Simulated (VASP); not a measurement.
A run of VASP 6.6.1 is set up as follows.

INCAR

```
ALGO = Normal ; EDIFF = 1E-6
ENCUT = 520 ; ISIF = 2
ISMEAR = -1 ; IVDW = 2
LASPH = T ; LCALCPOL = T
LCHARG = F ; LMIXTAU = T
LREAL = F ; LWAVE = F
METAGGA = TPSS ; NELM = 100
PREC = Accurate ; SIGMA = 0.05
```

KPOINTS

```
k-points
0
Gamma
  11 11 11
```

Contents of POSCAR:

```
LiH
1.0
    0.0000000000      2.0367500000      2.0367500000
    2.0367500000      0.0000000000      2.0367500000
    2.0367500000      2.0367500000      0.0000000000
Li H
1 1
Direct
    0.0000000000      0.0000000000      0.0000000000
    0.5000000000      0.5000000000      0.5000000000
```

Potentials or basis: VASP PAW PBE potentials, release 64 (Li_sv, H).

The run is started by

```bash
$ cat potpaw_PBE.64/Li_sv/POTCAR potpaw_PBE.64/H/POTCAR > POTCAR
$ mpirun -np 1 vasp_std > vasp.out
```

(1) Estimate the Hirshfeld charges.

(2) Estimate the dispersion energy per atom.

Results:

(1) Li +0.14; H -0.14 e.

(2) -0.894 eV.
